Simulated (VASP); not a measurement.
A run of VASP 6.6.1:

run.py

```python
from ase.calculators.vasp import Vasp
from ase.dft.bandgap import bandgap
from ase.spacegroup import crystal

atoms = crystal(
    ['Co', 'Al'],
    basis=[[0.5, 0.5, 0.5], [0.0, 0.0, 0.0]],
    spacegroup=221,
    setting=1,
    cellpar=[2.81940321, 2.81940321, 2.81940321, 90.0, 90.0, 90.0],
    primitive_cell=True,
)
atoms.set_initial_magnetic_moments([2.0, 0.0])
calc = Vasp(
    directory='calc',
    xc='revpbe',
    pp='PBE',
    setups='recommended',
    prec='Accurate',
    encut=520,
    ediff=1e-06,
    ismear=0,
    sigma=0.05,
    lreal=False,
    lasph=True,
    nelm=150,
    algo='Normal',
    isif=2,
    lwave=False,
    lcharg=True,
    ispin=2,
    lorbit=11,
    lmaxmix=4,
    ldautype=2,
    ldauprint=1,
    ivdw=12,
    ldau_luj={'Co': {'L': 2, 'U': 8, 'J': 0}},
    kpts=[9, 9, 9],
    gamma=True,
)
atoms.calc = calc

print('energy (eV):', atoms.get_potential_energy())
print('free energy (eV):', atoms.get_potential_energy(force_consistent=True))
efermi = calc.get_fermi_level()
print('Fermi level (eV):', efermi)
path = atoms.cell.bandpath(npoints=40, eps=1e-4)
print('path:', path.path)
calc.set(kpts=path.kpts, reciprocal=True, icharg=11, isym=0, lcharg=False)
calc.calculate(atoms)
print('gap on the path (eV):', bandgap(calc, efermi=efermi)[0])
print('direct gap on the path (eV):', bandgap(calc, efermi=efermi, direct=True)[0])
```

Potentials or basis: VASP PAW PBE potentials, release 64 (Co, Al).

Command:

```console
$ python run.py
```

Hardware: 1 thread of AMD EPYC 9R45 (Zen 5), on a shared host.

**Question.** How long does it take, and how much memory?

**Answer.** It took 22 s on 1 thread of AMD EPYC 9R45 (Zen 5) (shared host), peak memory 0.13 GiB. Counts: scf iterations 7, k points 40.
